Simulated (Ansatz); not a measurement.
# Lu (sc type): how the settings move a single-point run

How sensitive is a single-point run of Lu (sc type) to its settings? A reference run comes first, then one run with altered input.

Method: reference: DFT, PBE, all-electron LAPW, scalar-relativistic, in Ansatz 0.2.0.

## 1. The system as given

The structure is cubic, space group Pm-3m (No. 221). Conventional cell: a = 3.266 Å, b = 3.266 Å, c = 3.266 Å, α = 90.00°, β = 90.00°, γ = 90.00°. Around Lu (site symmetry m-3m) lie 6 Lu at 3.27 Å.

As a file:

```
CELL_PARAMETERS angstrom
3.26565 0.00000 0.00000
0.00000 3.26565 0.00000
0.00000 0.00000 3.26565
ATOMIC_POSITIONS crystal
Lu 0.00000 0.00000 0.00000
```

## 2. Reference

File input.yaml:

```yaml
crystal:
  lattice:
    - [3.2656479765, 0.0, 0.0]
    - [0.0, 3.2656479765, 0.0]
    - [0.0, 0.0, 3.2656479765]
  atoms:
    - { symbol: Lu, position: [0.0, 0.0, 0.0] }
kpoints:
  mp_grid: { grid: [13, 13, 13] }
scf:
  occupations: { method: fermi_dirac, width: 0.03 }
hamiltonian:
  xc: pbe
  pseudopotentials: { kind: all_electron, lapw: { basis_error: 0.00025 } }
output:
  forces: true
  stress: true
  eigenvalues: true
```

Run with:

```bash
$ ansatz run input.yaml --threads 1 --pin off --max-ram 2048MiB --backend cpu --events-out ev --progress --plain --runs-dir out
```

## 3. Changing settings: occupations.method tetrahedron, preconditioner kerker_dos, width left out

input.yaml, as its differences from that of step 2:

```diff
@@ -10,3 +10,4 @@
 scf:
-  occupations: { method: fermi_dirac, width: 0.03 }
+  occupations: { method: tetrahedron }
+  mixing: { preconditioner: kerker_dos }
 hamiltonian:
```

Q: Predict the outcome of this session. Wanted: for each run, ending; energy change; pressure; gap; force.

**Answer**, as computed:

```tsv
run	ending	energy change	pressure (GPa)	gap (eV)	force (eV/Å)	cycles	time
reference	converged	0	-1.6	0.00	0.00	8	7.1 s
1: occupations.method tetrahedron, preconditioner kerker_dos, width left out	converged	-1.8 meV/atom (σ→0)	-1.4	0.00	0.00	8	6.6 s
```

Residual by cycle in the longest SCF loop of each run; runs are numbered as in the table. The quantity is the density residual dr2, in eV.

```tsv
cycle	reference	run 1
1	0.116	0.115
2	0.0175	0.0498
3	0.0317	0.039
4	0.00858	0.0157
5	6.8e-4	7.3e-4
6	1.7e-5	2.9e-5
7	1.2e-6	9.8e-7
8	3.1e-8	2.1e-8
```

Changing the smearing and mixing moves the energy by -1.8 meV/atom (σ→0 values).
